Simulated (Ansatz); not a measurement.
## Trial structures of Si: starts and ends

Computed with DFT PBE, scalar-relativistic, plane waves, PAW in Ansatz 0.2.0. Settings: cutoff 420 eV, Γ-centred meshes spaced at most about 0.3 Å⁻¹, and about 0.25 Å⁻¹ or finer for metals (2π included), Gaussian smearing. No spin polarisation in the final relaxations.

Each guess was relaxed in cell and atoms at zero pressure, within the symmetry of its start. Temperature and zero-point effects are left out. Coordination counts all near atoms (those within 1.25 times the shortest such distance or 1.15 times the sum of covalent radii; a slash parts the counts of unlike sites).

```csv
guess,made from,start group,V start (Å³/atom),end group,V end (Å³/atom),coordination at the end,gap on mesh (eV),E over the lowest end (meV/atom)
1,4-connected net of one element,Cmcm,18.2,Cmcm,22.0,Si 4,0.43,0
2,4-connected net of one element,P4_322,18.6,P4_322,23.1,Si 4,0,298
3,4-connected net of one element,C222_1,15.6,P4_322,19.7,Si 4,0,197
4,"3-, 4-connected net, elements by coordination",P4/mmm,23.8,?,?,?,?,?
```

Guess 4 as it starts:

```cif
data_structure
_symmetry_space_group_name_H-M 'P4/mmm'
_symmetry_Int_Tables_number 123
_cell_length_a 6.1832
_cell_length_b 6.1832
_cell_length_c 4.9766
_cell_angle_alpha 90.000
_cell_angle_beta 90.000
_cell_angle_gamma 90.000
_cell_volume 190.26
loop_
_atom_site_label
_atom_site_type_symbol
_atom_site_symmetry_multiplicity
_atom_site_Wyckoff_symbol
_atom_site_fract_x
_atom_site_fract_y
_atom_site_fract_z
_atom_site_occupancy
Si1 Si 4 i 0.50000 0.00000 0.78742 1
Si2 Si 4 m 0.24225 0.00000 0.50000 1
```

Q: Predict the end of this guess and its energy over the lowest end.

A: It ends in space group P4/mmm (No. 123), with a = 6.897 Å, c = 5.292 Å, 31.5 Å³/atom and no gap. It lies 0.47 eV/atom over the lowest end, above guess 2 and so the highest of the set. Counting all near atoms, this end has Si 3/4 and the lowest (guess 1) has Si 4.

Space group P4/mmm (No. 123). a = 6.897 Å, b = 6.897 Å, c = 5.292 Å, α = 90.00°, β = 90.00°, γ = 90.00°
```tsv
atom	site	symmetry	x	y	z
Si	4i	2mm.	0.5000	0.0000	0.7903
Si	4m	m2m.	0.2460	0.0000	0.5000
```

Kohn–Sham gaps at this level usually fall short of measured ones. The zero gap of P4_322 at 19.7 Å³/atom, P4_322 at 23.1 Å³/atom may come from the functional, which often closes small gaps. Cells relaxed within their symmetry can be saddle points. The part of the Crystallography Open Database at hand lists Si in space groups No. 64, 74, 164, 191, 194 and others; no cell shown has one of them. Some structure types and database cells were kept out of the candidates from the start, so a known form may be missing.

Guess 4 ends 0.47 eV/atom above the Cmcm net, and its bonding suggests why. Half of its atoms have only three neighbours, held in a plane by the site symmetry. The short contact between pairs of these atoms points to some π bonding, but silicon's diffuse 3p orbitals overlap poorly sideways, so this repays little of the missing fourth σ bond. The four-coordinate atoms sit in four-membered rings, whose angles are far from tetrahedral and probably add considerable strain.

Coordination alone does not set the order, since guesses 2 and 3 are fully four-connected yet lie 298 and 197 meV/atom up; distorted bond angles are the likely reason. Nor does density: the 19.7 Å³/atom end is the most compact but not the lowest. The very open volume of guess 4 therefore reflects its connectivity and is not in itself the cause of its high energy. Diamond-type silicon, the known ground state at ambient pressure, is not among these ends, so the energies rank the guesses without giving their full metastability.
